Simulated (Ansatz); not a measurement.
**Convergence notes, G0W0 on CaF2 (Fm-3m)**

A 3-atom cell of CaF2 (Fm-3m) from a materials database, relaxed with r2SCAN; one-shot G0W0 in Ansatz without spin-orbit coupling. Spin-unpolarised throughout; all numbers are computed.

```cif
data_structure
_symmetry_space_group_name_H-M 'Fm-3m'
_symmetry_Int_Tables_number 225
_cell_length_a 5.4392
_cell_length_b 5.4392
_cell_length_c 5.4392
_cell_angle_alpha 90.000
_cell_angle_beta 90.000
_cell_angle_gamma 90.000
_cell_volume 160.92
loop_
_atom_site_label
_atom_site_type_symbol
_atom_site_symmetry_multiplicity
_atom_site_Wyckoff_symbol
_atom_site_fract_x
_atom_site_fract_y
_atom_site_fract_z
_atom_site_occupancy
Ca1 Ca 4 a 0.00000 0.00000 0.00000 1
F1 F 8 c 0.25000 0.25000 0.75000 1
```

Gaps are read over the mesh points alone. G0W0 values are finite-basis, finite-mesh values.
```
 start       potentials      frequency model   mesh  empty bands  screening cutoff (eV)  Kohn-Sham gap (eV)  G0W0 gap (eV)
   PBE              PAW  contour deformation  6×6×6          120                    120                7.38          10.41
   PBE              PAW  contour deformation  6×6×6          298                    220                7.38          10.62
   PBE              PAW  contour deformation  6×6×6          547                    300                7.38          10.70
 HSE06              PAW  contour deformation  6×6×6          298                    220                9.45          11.60
r2SCAN              PAW  contour deformation  6×6×6          298                    220                8.03          10.97
  PBE0              PAW  contour deformation  6×6×6          298                    220               10.21          11.82
   PBE              PAW     Godby-Needs pole  6×6×6          298                    220                7.38          10.56
   PBE              PAW  contour deformation  8×8×8           65                     80                7.38          10.38
   PBE  norm-conserving  contour deformation  6×6×6          298                    220                7.36          10.64
```

Over the mesh points the PBE gap of 7.38 eV becomes a quasiparticle gap of 10.70 eV (X to Γ), a change of +3.32 eV. Renormalisation factors Z lie between 0.79 and 0.88.

Raising bands and cutoff together moves the gap by +0.21 eV (120 to 220 eV), then +0.08 eV (220 to 300 eV); the last step is still large, so the basis limit isn't reached. Starting from HSE06 (9.45 eV against PBE's 7.38 eV) gives 11.60 eV, +0.98 eV from G0W0@PBE at the same screening cutoff. Starting from r2SCAN (8.03 eV against PBE's 7.38 eV) gives 10.97 eV, +0.35 eV from G0W0@PBE at the same screening cutoff. Starting from PBE0 (10.21 eV against PBE's 7.38 eV) gives 11.82 eV, +1.20 eV from G0W0@PBE at the same screening cutoff. The Godby-Needs plasmon pole differs from contour deformation by -0.06 eV. Norm-conserving potentials (wave cutoff 1320 eV against 420 eV) shift the quasiparticle gap by +0.02 eV and the PBE gap by -0.02 eV. r2SCAN runs take a wave cutoff of 500 eV.
